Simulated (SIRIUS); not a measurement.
# GaAs (Pm-3m) in SIRIUS: reference runs

How does GaAs come out in PBE? The cell is run as given.

Program: SIRIUS 7.10.0. These are calculated values, not measurements. Logs are shortened: lines on timing, memory, paths and dates and some standing lists are left out, and cuts for length are marked. The log counts tension as positive stress, the text compression.

## (1) Starting point

It takes space group Pm-3m (No. 221, cubic). The conventional cell has a = 5.191 Å, b = 5.191 Å, c = 5.191 Å, α = 90.00°, β = 90.00°, γ = 90.00°. Around Ga (site symmetry 4/mmm) lie 4 As at 2.60 Å. As (site symmetry 4/mmm) is surrounded by 4 Ga at 2.60 Å.

The cell was built by a generator and needn't be a form met in nature.

## (2) Single point, PBE

Contents of sirius.json:

```json
{
  "control": {
    "processing_unit": "cpu",
    "verbosity": 2,
    "num_bands_to_print": 56,
    "print_forces": true,
    "print_stress": true
  },
  "parameters": {
    "electronic_structure_method": "pseudopotential",
    "xc_functionals": ["XC_GGA_X_PBE", "XC_GGA_C_PBE"],
    "gk_cutoff": 9.2,
    "pw_cutoff": 18.4,
    "ngridk": [5, 5, 5],
    "shiftk": [0, 0, 0],
    "smearing": "fermi_dirac",
    "smearing_width": 0.0018374661,
    "num_bands": 56,
    "num_mag_dims": 0,
    "num_dft_iter": 100,
    "energy_tol": 1e-08,
    "density_tol": 1e-06
  },
  "iterative_solver": {
    "type": "davidson",
    "min_tolerance": 1e-09,
    "tolerance_scale": [0.1, 0.25]
  },
  "mixer": {
    "type": "anderson",
    "beta": 0.7,
    "max_history": 8
  },
  "settings": {
    "tol_ne": 1e-10,
    "pseudo_grid_cutoff": 6.5
  },
  "unit_cell": {
    "lattice_vectors": [
      [9.81013523077, 0.0, 0.0],
      [0.0, 9.81013523077, 0.0],
      [0.0, 0.0, 9.81013523077]
    ],
    "atom_coordinate_units": "lattice",
    "atom_types": ["Ga", "As"],
    "atom_files": {
      "Ga": "Ga.json",
      "As": "As.json"
    },
    "atoms": {
      "Ga": [
        [0.0, 0.5, 0.0],
        [0.0, 0.0, 0.5],
        [0.5, 0.0, 0.0]
      ],
      "As": [
        [0.5, 0.0, 0.5],
        [0.5, 0.5, 0.0],
        [0.0, 0.5, 0.5]
      ]
    }
  }
}
```

Potentials or basis: PseudoDojo 0.4.1 PBE standard (scalar relativistic).

Launch:

```bash
$ upf_to_json Ga.upf
$ upf_to_json As.upf
$ OMP_NUM_THREADS=1 sirius.scf --input=sirius.json --output=out.json --task=0
```

The log of the run:

```text
[info] SIRIUS version : 7.10.0
[info] number of MPI ranks           : 1
[info] MPI grid                      : 1 1
[info] maximum number of OMP threads : 1
[fft] FFT context for density and potential
[fft] =====================================
[fft]   comm size                             : 1
[fft]   plane wave cutoff                     : 18.4
[fft]   grid size                             : 60 60 60   total : 216000
[fft]   grid limits                           : -29 30   -29 30   -29 30
[fft]   number of G-vectors within the cutoff : 49781
[fft]   local number of G-vectors             : 49781
[fft]   number of G-shells                    : 2488
[fft] FFT context for coarse grid
[fft] =====================================
[fft]   comm size                             : 1
[fft]   plane wave cutoff                     : 18.4
[fft]   grid size                             : 60 60 60   total : 216000
[fft]   grid limits                           : -29 30   -29 30   -29 30
[fft]   number of G-vectors within the cutoff : 49781
[fft]   local number of G-vectors             : 49781
[fft]   number of G-shells                    : 2488
[unit cell] lattice vectors
[unit cell]   a1 :       9.8101352308      0.0000000000      0.0000000000
[unit cell]   a2 :       0.0000000000      9.8101352308      0.0000000000
[unit cell]   a3 :       0.0000000000      0.0000000000      9.8101352308
[unit cell] reciprocal lattice vectors
[unit cell]   b1 :       0.6404789699      0.0000000000      0.0000000000
[unit cell]   b2 :       0.0000000000      0.6404789699      0.0000000000
[unit cell]   b3 :       0.0000000000      0.0000000000      0.6404789699
[unit cell] unit cell volume :       944.11518378 [a.u.^3]
[unit cell] 1/sqrt(omega)    :         0.03254524
[unit cell] MT volume        :         0.00000000 ( 0.00%)
[unit cell] IT volume        :       944.11518378 (100.00%)
[unit cell] number of atom types : 2
[unit cell] type id : 0 symbol : Ga mt_radius :  19.010000 num_atoms : 3
[unit cell] type id : 1 symbol : As mt_radius :  13.570000 num_atoms : 3
[unit cell] total number of atoms : 6
[unit cell] number of symmetry classes : 2
[unit cell] number of PAW atoms : 0
[unit cell] atom id  type id  class id             position                      vector_field
[unit cell] ------------------------------------------------------------------------------------------
[unit cell]      0        0        0      0.00000   0.50000   0.00000      0.00000   0.00000   0.00000
[unit cell]      1        0        0      0.00000   0.00000   0.50000      0.00000   0.00000   0.00000
[unit cell]      2        0        0      0.50000   0.00000   0.00000      0.00000   0.00000   0.00000
[unit cell]      3        1        1      0.50000   0.00000   0.50000      0.00000   0.00000   0.00000
[unit cell]      4        1        1      0.50000   0.50000   0.00000      0.00000   0.00000   0.00000
[unit cell]      5        1        1      0.00000   0.50000   0.50000      0.00000   0.00000   0.00000
[unit cell] atom id         position (Cartesian, a.u.)
[unit cell] ---------------------------------------------
[unit cell]      0       0.000000    4.905068    0.000000
[unit cell]      1       0.000000    0.000000    4.905068
[unit cell]      2       4.905068    0.000000    0.000000
[unit cell]      3       4.905068    0.000000    4.905068
[unit cell]      4       4.905068    4.905068    0.000000
[unit cell]      5       0.000000    4.905068    4.905068
[unit cell] class id : 0 atom id : 0 1 2
[unit cell] class id : 1 atom id : 3 4 5
[... 299 lines left out ...]
[diagonalize] ik:    9   -0.997981   -0.997973   -0.997973   -0.997480   -0.997470   -0.997470   -0.997450   -0.997450   -0.997440   -0.996738   -0.996738   -0.996726   -0.996362   -0.996313   -0.996313   -0.232695   -0.232695   -0.232137   -0.231408   -0.231071   -0.231071   -0.230317   -0.230142   -0.230142   -0.229750   -0.229199   -0.229199   -0.228956   -0.228511   -0.228511   -0.091456   -0.080409   -0.080409    0.056523    0.056523    0.056777    0.184111    0.240512    0.302885    0.302885    0.308191    0.352291    0.352291    0.401480    0.401480    0.407465    0.468405    0.480196    0.480196    0.485208    0.485208    0.511918    0.517169    0.517169    0.590604    0.611282
[find] Charges and magnetic moments
[find] --------------------------------------------------------------------------------
[find] total charge          : 84.000000
[find] Energy
[find] --------------------------------------------------------------------------------
[find] valence_eval_sum               :     -33.79620710
[find] <rho|V^{XC}>                   :     -88.39738134
[find] <rho|E^{XC}>                   :    -133.94479971
[find] <mag|B^{XC}>                   :       0.00000000
[find] <rho|V^{H}>                    :     335.63773885
[find] one-electron contribution      :    -281.03656461 (Ha),    -562.07312922 (Ry)
[find] hartree contribution           :     167.81886942
[find] xc contribution                :    -133.94479971
[find] ewald contribution             :    -300.37879505
[find] PAW contribution               :       0.00000000
[find] smearing (-TS)                 :      -0.00117979
[find] SCF correction                 :      -0.00000969
[find] Total energy                   :    -547.54129965 (Ha),   -1095.08259929 (Ry)
[find] Free energy (E-TS)             :    -547.54247943 (Ha),   -1095.08495887 (Ry)
[find] band gap (eV)                  :       0.00000000
[find] Efermi                         :       0.31570809
[find] iteration : 10, RMS : 3.104780684938e-08, energy difference : -6.992763701419e-09
[find] Hartree energy of density residual : 1.007989255400e-13
[find] bands are converged : false
[find] iterative solver converged : true
[find] converged after 11 SCF iterations!
[find] Charges and magnetic moments
[find] --------------------------------------------------------------------------------
[find] total charge          : 84.000000
[find] Energy
[find] --------------------------------------------------------------------------------
[find] valence_eval_sum               :     -33.79620710
[find] <rho|V^{XC}>                   :     -88.39738134
[find] <rho|E^{XC}>                   :    -133.94479971
[find] <mag|B^{XC}>                   :       0.00000000
[find] <rho|V^{H}>                    :     335.63773885
[find] one-electron contribution      :    -281.03656461 (Ha),    -562.07312922 (Ry)
[find] hartree contribution           :     167.81886942
[find] xc contribution                :    -133.94479971
[find] ewald contribution             :    -300.37879505
[find] PAW contribution               :       0.00000000
[find] smearing (-TS)                 :      -0.00117979
[find] SCF correction                 :      -0.00000969
[find] Total energy                   :    -547.54129965 (Ha),   -1095.08259929 (Ry)
[find] Free energy (E-TS)             :    -547.54247943 (Ha),   -1095.08495887 (Ry)
[find] band gap (eV)                  :       0.00000000
[find] Efermi                         :       0.31570809
[ground_state] === stress tensor components [kbar] ===
[ground_state] === stress_kin ===
[ground_state] -86541.582092    0.000000    0.000000
[ground_state]     0.000000-86541.582092   -0.000000
[ground_state]     0.000000   -0.000000-86541.582092
[ground_state] === stress_har ===
[ground_state] -17432.198384    0.000000    0.000000
[ground_state]     0.000000-17432.198384   -0.000000
[ground_state]     0.000000   -0.000000-17432.198384
[ground_state] === stress_ewald ===
[ground_state] 31201.871182    0.000000   -0.000000
[ground_state]     0.00000031201.871182    0.000000
[ground_state]    -0.000000    0.00000031201.871182
[ground_state] === stress_vloc ===
[ground_state]  -278.930982    0.000000   -0.000000
[ground_state]     0.000000 -278.930982   -0.000000
[ground_state]    -0.000000   -0.000000 -278.930982
[ground_state] === stress_xc ===
[ground_state] -13664.800000    0.000000    0.000000
[ground_state]     0.000000-13664.800000   -0.000000
[ground_state]     0.000000   -0.000000-13664.800000
[ground_state] === stress_core ===
[ground_state] 23423.651514    0.000000   -0.000000
[ground_state]     0.00000023423.651514    0.000000
[ground_state]    -0.000000    0.00000023423.651514
[ground_state] === stress_nonloc ===
[ground_state] 63287.201708    0.000000    0.000000
[ground_state]     0.00000063287.201708   -0.000000
[ground_state]     0.000000   -0.00000063287.201708
[ground_state] === stress_us_nl ===
[ground_state] 63287.201708    0.000000    0.000000
[ground_state]     0.00000063287.201708   -0.000000
[ground_state]     0.000000   -0.00000063287.201708
[ground_state] === stress_total ===
[ground_state]    -4.787053    0.000000    0.000000
[ground_state]     0.000000   -4.787053   -0.000000
[ground_state]     0.000000   -0.000000   -4.787053
[ground_state] ==== total Forces in Ha/bohr =====
[ground_state] atom:    0, force:       0.0000000      0.0000000      0.0000000
[ground_state] atom:    1, force:       0.0000000      0.0000000      0.0000000
[ground_state] atom:    2, force:       0.0000000      0.0000000      0.0000000
[ground_state] atom:    3, force:       0.0000000      0.0000000      0.0000000
[ground_state] atom:    4, force:       0.0000000      0.0000000      0.0000000
[ground_state] atom:    5, force:       0.0000000      0.0000000      0.0000000
[ground_state] ==== ultrasoft contribution from Qij =====
[ground_state] atom:    0, force:       0.0000000      0.0000000      0.0000000
[ground_state] atom:    1, force:       0.0000000      0.0000000      0.0000000
[ground_state] atom:    2, force:       0.0000000      0.0000000      0.0000000
[ground_state] atom:    3, force:       0.0000000      0.0000000      0.0000000
[ground_state] atom:    4, force:       0.0000000      0.0000000      0.0000000
[ground_state] atom:    5, force:       0.0000000      0.0000000      0.0000000
[ground_state] ==== non-local contribution from Beta-projector =====
[ground_state] atom:    0, force:       0.0000000      0.0000000      0.0000000
[ground_state] atom:    1, force:       0.0000000      0.0000000      0.0000000
[ground_state] atom:    2, force:       0.0000000      0.0000000      0.0000000
[ground_state] atom:    3, force:       0.0000000      0.0000000      0.0000000
[ground_state] atom:    4, force:       0.0000000      0.0000000      0.0000000
[ground_state] atom:    5, force:       0.0000000      0.0000000      0.0000000
[ground_state] ==== contribution from local potential =====
[ground_state] atom:    0, force:       0.0000000      0.0000000      0.0000000
[ground_state] atom:    1, force:       0.0000000      0.0000000      0.0000000
[ground_state] atom:    2, force:       0.0000000      0.0000000      0.0000000
[ground_state] atom:    3, force:       0.0000000      0.0000000      0.0000000
[ground_state] atom:    4, force:       0.0000000      0.0000000      0.0000000
[ground_state] atom:    5, force:       0.0000000      0.0000000      0.0000000
[ground_state] ==== contribution from core density =====
[ground_state] atom:    0, force:       0.0000000      0.0000000      0.0000000
[ground_state] atom:    1, force:       0.0000000      0.0000000      0.0000000
[ground_state] atom:    2, force:       0.0000000      0.0000000      0.0000000
[ground_state] atom:    3, force:       0.0000000      0.0000000      0.0000000
[ground_state] atom:    4, force:       0.0000000      0.0000000      0.0000000
[ground_state] atom:    5, force:       0.0000000      0.0000000      0.0000000
[ground_state] ==== Ewald forces from ions =====
[ground_state] atom:    0, force:       0.0000000      0.0000000      0.0000000
[ground_state] atom:    1, force:       0.0000000      0.0000000      0.0000000
[ground_state] atom:    2, force:       0.0000000      0.0000000      0.0000000
[ground_state] atom:    3, force:       0.0000000      0.0000000      0.0000000
[ground_state] atom:    4, force:       0.0000000      0.0000000      0.0000000
[ground_state] atom:    5, force:       0.0000000      0.0000000      0.0000000
[~DFT_ground_state] local op. applied: 14600
[~DFT_ground_state] evp. work count: 1001.29
[~DFT_ground_state] number of iterative solver steps: 606
```

Run time: 3.4 min. Hardware: 1 thread of Arm Neoverse V2, shared host; peak memory 0.79 GiB.

Results:

```
Free energy            : -14899.3899 eV
Pressure               : 0.5 GPa
Band gap on the k mesh : none (metal or under the smearing width)
```
